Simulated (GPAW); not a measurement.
# AlN (P6_3mc) in GPAW: further runs, part 2 of 2

GPAW 26.7.0. The steps go on from the part before.

## Step 4: Single point, PBE

run.py

```python
from ase.dft.bandgap import bandgap
from ase.io import read, write
from ase.units import GPa
from gpaw import GPAW, PW

atoms = read('AlN.cif')

calc = GPAW(mode=PW(600),
            xc='PBE',
            kpts={'size': (8, 8, 5), 'gamma': True},
            occupations={'name': 'fermi-dirac', 'width': 0.05},
            nbands=18,
            convergence={'density': 1e-05, 'energy': 1e-05},
            maxiter=80,
            txt='gpaw.txt')
atoms.calc = calc
energy = atoms.get_potential_energy()
forces = atoms.get_forces()
stress = atoms.get_stress()
calc.write('gs.gpw')
write('result.traj', atoms)
print(f'Energy: {energy:.6f} eV')
print('Forces (eV/A):')
print(forces.round(4))
print('Stress (GPa):', (stress / GPa).round(3))
print('Fermi level:', round(calc.get_fermi_level(), 4), 'eV')
print(f'Gap: {bandgap(calc)[0]:.4f} eV, direct: {bandgap(calc, direct=True)[0]:.4f} eV')
```

AlN.cif

```cif
data_AlN
_cell_length_a 3.11300000
_cell_length_b 3.11300000
_cell_length_c 4.98100000
_cell_angle_alpha 90.00000000
_cell_angle_beta 90.00000000
_cell_angle_gamma 120.00000000
_space_group_name_H-M_alt 'P1'
_space_group_name_Hall 'P 1'
_space_group_IT_number 1
loop_
_space_group_symop_operation_xyz
'x,y,z'
loop_
_atom_site_label
_atom_site_type_symbol
_atom_site_symmetry_multiplicity
_atom_site_Wyckoff_symbol
_atom_site_fract_x
_atom_site_fract_y
_atom_site_fract_z
_atom_site_occupancy
Al1 Al 1 a 0.6666666667 0.3333333333 0.5000000000 1
Al2 Al 1 a 0.3333333333 0.6666666667 0.0000000000 1
N1 N 1 a 0.6666666667 0.3333333333 0.8800000000 1
N2 N 1 a 0.3333333333 0.6666666667 0.3800000000 1
```

Potentials or basis: GPAW PAW data sets (gpaw-data 1.2.1), pw.

Command:

```bash
$ OMP_NUM_THREADS=1 python run.py
```

gpaw.txt:

```text
__  _  _
 | _ |_)|_||  |
 |__||  | ||/\| - 26.7.0

Input parameters:
  mode=PW(ecut=600.0),
  convergence={'density': 1e-05, 'energy': 1e-05},
  kpts=MonkhorstPack(size=(8, 8, 5), gamma=True),
  maxiter=80,
  nbands=18,
  occupations=Occupations(name='fermi-dirac', width=0.05),
  xc=XC(name='PBE')

Diagonalizing LCAO Hamiltonian
Converting LCAO to pw mode

           N

           Al
        N

        Al

Atoms  # Å, Bohr magnetons
|   | symbol |         x |        y |        z |    initial magnetic moments |
|---|--------|-----------|----------|----------|-----------------------------|
| 0 |     Al |  1.556500 | 0.898646 | 2.490500 | ( 0.0000,  0.0000,  0.0000) |
| 1 |     Al | -0.000000 | 1.797291 | 0.000000 | ( 0.0000,  0.0000,  0.0000) |
| 2 |      N |  1.556500 | 0.898646 | 4.383280 | ( 0.0000,  0.0000,  0.0000) |
| 3 |      N | -0.000000 | 1.797291 | 1.892780 | ( 0.0000,  0.0000,  0.0000) |

Unit cell  # Å
| periodic |         x |        y |        z |  lengths |     angles |
|----------|-----------|----------|----------|----------|------------|
|      yes |  3.113000 | 0.000000 | 0.000000 | 3.113000 |  90.000000 |
|      yes | -1.556500 | 2.695937 | 0.000000 | 3.113000 |  90.000000 |
|      yes |  0.000000 | 0.000000 | 4.981000 | 4.981000 | 120.000000 |

Number of symmetries: 6
Symmetry operations  # r_c * U_cc + t_c -> r_c
|   | kind |            matrix            |
|---|------|------------------------------|
| 0 |  σ   |  1, 1, 0,  0,-1, 0,  0, 0, 1 |
| 1 |  E   |  1, 0, 0,  0, 1, 0,  0, 0, 1 |
| 2 |  C3  |  0, 1, 0, -1,-1, 0,  0, 0, 1 |
| 3 |  σ   |  0,-1, 0, -1, 0, 0,  0, 0, 1 |
| 4 |  σ   | -1, 0, 0,  1, 1, 0,  0, 0, 1 |
| 5 |  C3  | -1,-1, 0,  1, 0, 0,  0, 0, 1 |

BZ-sampling:
  Number of BZ points: 320
  Number of IBZ points: 40

  Monkhorst-Pack size: [8, 8, 5]
  Monkhorst-Pack shift: [0.0625, 0.0625, 0.0]

K-points  # in reciprocal-cell coordinates
|     |                                coordinates |     weight |
|-----|--------------------------------------------|------------|
|   0 | (  0.00000000,   0.00000000,   0.00000000) | 0.00312500 |
|   1 | (  0.00000000,   0.00000000,   0.20000000) | 0.00625000 |
|   2 | (  0.00000000,   0.00000000,   0.40000000) | 0.00625000 |
|   3 | (  0.12500000,   0.00000000,  -0.40000000) | 0.01875000 |
|   4 | (  0.12500000,   0.00000000,  -0.20000000) | 0.01875000 |
|   5 | (  0.12500000,   0.00000000,   0.00000000) | 0.01875000 |
|   6 | (  0.12500000,   0.00000000,   0.20000000) | 0.01875000 |
|   7 | (  0.12500000,   0.00000000,   0.40000000) | 0.01875000 |
|   8 | (  0.25000000,  -0.12500000,   0.00000000) | 0.01875000 |
|   9 | (  0.25000000,  -0.12500000,   0.20000000) | 0.03750000 |
| ... |                                            |            |
|  39 | (  0.50000000,   0.50000000,   0.40000000) | 0.01875000 |

Plane wave coefficients: 1418
Cutoff: 600.0 eV

Spin-components: 1 (collinear spins)
Bands:           18
Projectors:      20
Spin-degeneracy: 2
Datatype:        complex128

Density:
  Valence electrons: 16.0
  Components: 1
  Grid points: [18 18 30]
  Charge: 0.0  # |e|

Potential:
  Grid points: [18 18 30]

species:
  Al:
    name:    Aluminium
    Z:       13.0
    valence: 3
    core:    10
    charge:  0.0  # [|e|]
    compensation charges:
      type: gauss
      rc: 0.34  # [Å]
      lmax: 2
    cutoffs:
      filter: 1.91  # [Å]
      core: 2.36  # [Å]
    projectors
    | kind |    occ | energy [eV] | rcut [Å] |
    |------|--------|-------------|----------|
    |   3s |  2.000 |      -7.753 |    1.085 |
    |   3p |  1.000 |      -2.712 |    1.085 |
    |    s |        |      19.459 |    1.085 |
    |    p |        |      24.499 |    1.085 |
    |    d |        |       0.000 |    1.085 |

    Using partial waves for Al as LCAO basis

  N:
    name:    Nitrogen
    Z:       7.0
    valence: 5
    core:    2
    charge:  0.0  # [|e|]
    compensation charges:
      type: gauss
      rc: 0.18  # [Å]
      lmax: 2
    cutoffs:
      filter: 1.11  # [Å]
      core: 0.96  # [Å]
    projectors
    | kind |    occ | energy [eV] | rcut [Å] |
    |------|--------|-------------|----------|
    |   2s |  2.000 |     -18.583 |    0.603 |
    |   2p |  3.000 |      -7.089 |    0.529 |
    |    s |        |       8.629 |    0.603 |
    |    p |        |      20.123 |    0.529 |
    |    d |        |       0.000 |    0.577 |

    Using partial waves for N as LCAO basis

Reference energy: -16170.289538  # eV

eigensolver:
  PPCG
  Converge bands: occupied
  niter=2

density mixing:
  MSR1-Mixer
  Pratt-step length: 0.05
  Maximum mixing coefficient: 0.75
  Old densities: 10
  SVD Regularization: 0.005
  Good broyden scale: 1.0
  Trust region scale: 1.0
  Backstep threshold: 4.0
  History deletion threshold: 6.0
  Fourier metric: weight=20.0, sigma=0.015

occupation numbers:
  Fermi-Dirac:
    width: 0.0500  # eV

poisson solver:
  ecut: 4800.0  # eV

xc functional:
  name: PBE with 2 nearest neighbor stencil

convergence criteria:
- Maximum integral of absolute [dens]ity change: 1e-05 electrons / valence electron
- Maximum [total energy] change in last 3 cyles: 1e-05 eV / valence electron
- Maximum integral of absolute [eigenst]ate change: 4e-08 eV^2 / valence electron
maximum number of iterations: 80

SCF iterations
|iter     | |      energy | eigst |  dens |
|---------|-|-------------|-------|-------|
|iter:   1| |  -33.297803 | -0.28 |       |
|iter:   2| |  -32.278891 | -2.07 | -0.55 |
|iter:   3| |  -29.333775 | -0.76 | -0.60 |
|iter:   4| |  -29.356800 | -2.90 | -1.24 |
|iter:   5| |  -29.369515 | -3.42 | -1.54 |
|iter:   6| |  -29.369618 | -5.26 | -2.75 |
|iter:   7| |  -29.369640c| -6.39 | -3.14 |
|iter:   8| |  -29.369640c| -7.90c| -4.32 |
|iter:   9| |  -29.369640c| -7.59c| -4.59 |
|iter:  10| |  -29.369640c| -8.26c| -4.95 |
|iter:  11| |  -29.369640c| -9.57c| -5.82c|

Converged in 11 steps
Energy contributions relative to reference atoms: (reference = -16170.289538)

Energy contributions:
  Kinetic:          32.379205
  Coulomb:         -27.318297
  Zero:             -0.036108
  External:          0.000000
  Xc:              -34.394440
  Entropy:          -0.000000
  Spinorbit:         0.000000
  ----------------------------
  Free energy:     -29.369640
  Extrapolated:    -29.369640

dipole moment: (-0.000000, -0.000001, -6.829182)  # |e|*Ang

Fermi level: 7.090
Eigenvalues  # (at kpt = [0.000, 0.000, 0.000])
| band index |      eig [eV] | occ [0-2] |
|------------|---------------|-----------|
|          0 |        -9.046 |     2.000 |
|          1 |        -6.900 |     2.000 |
|          2 |         0.156 |     2.000 |
|          3 |         5.313 |     2.000 |
|          4 |         5.313 |     2.000 |
|          5 |         5.964 |     2.000 |
[... 8 lines left out ...]
|         14 |        19.301 |     0.000 |
|         15 |        19.302 |     0.000 |
|        ... |               |           |
|         17 |        20.967 |     0.000 |

Gap: 4.199 eV
Transition (v -> c):
  (s=0, k=0, n=7, [0.00, 0.00, 0.00]) -> (s=0, k=0, n=8, [0.00, 0.00, 0.00])
No difference between direct/indirect transitions

Forces  # eV/Ang
|        x |        y |        z |
|----------|----------|----------|
|  0.00000 |  0.00000 | -0.13274 |  # Al   0
| -0.00000 |  0.00000 | -0.13272 |  # Al   1
| -0.00000 |  0.00000 |  0.13292 |  # N    2
|  0.00000 | -0.00000 |  0.13290 |  # N    3

Stress tensor  # eV/Ang^3
|         x |        y |         z |
|-----------|----------|-----------|
|  0.013307 | 0.000000 | -0.000000 |
|  0.000000 | 0.013307 |  0.000000 |
| -0.000000 | 0.000000 |  0.003622 |

# Writing to gs.gpw (mode='')
```

It took 11 s on 1 thread of Intel Xeon 6975P-C (Granite Rapids), shared host; peak memory 0.16 GiB.

What came out:

```
Free energy            : -29.3696 eV
Pressure               : -1.6 GPa
Largest force          : 0.133 eV/Å
Band gap on the k mesh : 4.20 eV, direct
```

Forces on the atoms (eV/Å):
```
Al   0.000  0.000 -0.133
Al   0.000  0.000 -0.133
N    0.000  0.000  0.133
N    0.000  0.000  0.133
```

Caveat: the cutoff is short for stress and forces, so pressures can be off by a GPa or more.

## Step 5: Summary

```csv
task,level,potentials or basis,cell,k mesh,cutoff (eV),maxiter,optimizer,fmax,max steps,gap on the mesh (eV),pressure (GPa),largest force (eV/Å)
relaxation of cell and atoms,AM05,"PAW data sets generated in the run's folder for this functional, pw",relaxed,7 × 7 × 4,800,150,BFGS,0.02 eV/Å,60,4.13,0.0,0.01
single point,LDA,"the program's PAW data sets (release 1.2.1) made for this functional, pw",as given,8 × 8 × 5,600,80,-,-,-,4.25,-10.6,0.12
single point,PBE,"GPAW PAW data sets (gpaw-data 1.2.1), pw",as given,8 × 8 × 5,600,80,-,-,-,4.20,-1.6,0.13
```

Alike in all rows: no spin polarisation; smearing fermi-dirac 0.05 eV.

Caveats: the cutoff is short for stress and forces, so pressures can be off by a GPa or more (some runs); later steps reuse the first step's grids (some runs).

Absolute energies hang on the potentials; compare differences alone.

## Step 6: Against experiment

Step 3. A measured gap of AlN is 6.0343 eV (an exciton energy, a little under the gap; 0 K; quoted in “Structural and optical properties of self-assembled AlN nanowires grown on SiO2/Si substrates by molecular beam epitaxy”, 2024, arxiv:2402.00216); the calculated 4.25 eV misses it by -1.79 eV. 2 values of this kind are on record (6.034 to 6.0343 eV); this one was drawn at random. The value is that of LDA, without temperature or zero-point motion. Semilocal functionals fall short of measured gaps as a rule.

Step 4. A measured gap of AlN is 6.0343 eV (an exciton energy, a little under the gap; 0 K; quoted in “Structural and optical properties of self-assembled AlN nanowires grown on SiO2/Si substrates by molecular beam epitaxy”, 2024, arxiv:2402.00216); the calculated 4.20 eV misses it by -1.84 eV. 2 values of this kind are on record (6.034 to 6.0343 eV); this one was drawn at random. The value is that of PBE, without temperature or zero-point motion. Semilocal functionals fall short of measured gaps as a rule.
